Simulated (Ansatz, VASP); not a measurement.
# Mg: VASP beside Ansatz

```
Mg
1.0
     3.21022    0.00000    0.00000
     0.00000    3.21022    0.00000
     0.00000    0.00000    3.21022
Mg
1
Direct
  0.00000 0.00000 0.00000
```

Alike in both runs: task single point; functional BLYP; k mesh 11 × 11 × 11; occupations fermi-dirac, width 0.1 eV; no spin polarisation.

|  | VASP | Ansatz |
| --- | --- | --- |
| version | VASP 6.6.1 | Ansatz 0.2.0 |
| potentials or method | VASP PAW PBE potentials, release 64 (Mg) | plane waves (420 eV) with PAW, scalar-relativistic |
| plane-wave cutoff (eV) | 520 | 420 |
| valence electrons in the cell | 2 | 10 |

```csv
,VASP,Ansatz,Ansatz less VASP
pressure (GPa),-1.4,-1.4,+0.01
```

The two sets of potentials don't hold the same shells in valence.

Caveats: the PAW data sets were made with another functional, which shifts forces and pressure a little (VASP).
